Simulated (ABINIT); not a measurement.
Crystal: HfO2.

```
Hf O
1.0
     5.11800    0.00000    0.00000
     0.00000    5.18570    0.00000
    -0.85866    0.00000    5.21387
Hf O
4 8
Direct
  0.27550 0.46030 0.70800
  0.72450 0.96030 0.79200
  0.72450 0.53970 0.29200
  0.27550 0.03970 0.20800
  0.07420 0.16840 0.84670
  0.92580 0.66840 0.65330
  0.92580 0.83160 0.15330
  0.07420 0.33160 0.34670
  0.44870 0.74190 0.98010
  0.55130 0.24190 0.51990
  0.55130 0.25810 0.01990
  0.44870 0.75810 0.48010
```

| Property | Result |
| --- | --- |
| Program | ABINIT 10.8.3 (patched build) |
| Task | relaxation of cell and atoms |
| Functional | LDA |
| Potentials or basis | JTH PAW LDA v2.0 |
| Cutoff | 626 eV |
| k mesh | 3 × 3 × 3 |
| Occupations | fermi-dirac, width 0.05 eV |
| Spin | no spin polarisation |

At the start: pressure -10.6 GPa; volume 11.53 Å³/atom.

Problem. Where does the relaxation end?

Solution. Over 7 steps the energy falls by 19.7 meV/atom and the volume is 11.03 Å³/atom (-4.4 %); space group P2_1/c (No. 14, to 0.05 Å).

The path:
| step | energy change (eV) | largest force (eV/Å) | pressure (GPa) | volume (Å³) |
| --- | --- | --- | --- | --- |
| 1 | 0.0000 | 0.3989 | -10.59 | 138.38 |
| 2 | -0.1956 | 0.3898 | -2.67 | 133.94 |
| 3 | -0.2259 | 0.2598 | 0.25 | 132.21 |
| 4 | -0.2323 | 0.0811 | 0.52 | 132.11 |
| 5 | -0.2346 | 0.0609 | 0.14 | 132.27 |
| 6 | -0.2360 | 0.0168 | -0.02 | 132.33 |
| 7 | -0.2362 | 0.0185 | -0.03 | 132.32 |

Final structure:
```cif
data_structure
_symmetry_space_group_name_H-M 'P 1'
_symmetry_Int_Tables_number 1
_cell_length_a 5.0382
_cell_length_b 5.1106
_cell_length_c 5.2141
_cell_angle_alpha 90.000
_cell_angle_beta 99.741
_cell_angle_gamma 90.000
_cell_volume 132.32
loop_
_atom_site_label
_atom_site_type_symbol
_atom_site_fract_x
_atom_site_fract_y
_atom_site_fract_z
_atom_site_occupancy
Hf1 Hf 0.27759 0.45699 0.70807 1
Hf2 Hf 0.72241 0.95699 0.79193 1
Hf3 Hf 0.72241 0.54301 0.29193 1
Hf4 Hf 0.27759 0.04301 0.20807 1
O1 O 0.06897 0.16668 0.84371 1
O2 O 0.93103 0.66668 0.65629 1
O3 O 0.93103 0.83332 0.15629 1
O4 O 0.06897 0.33332 0.34371 1
O5 O 0.44710 0.74237 0.98033 1
O6 O 0.55290 0.24237 0.51967 1
O7 O 0.55290 0.25763 0.01967 1
O8 O 0.44710 0.75763 0.48033 1
```

Caveat: the atomic spheres overlap.
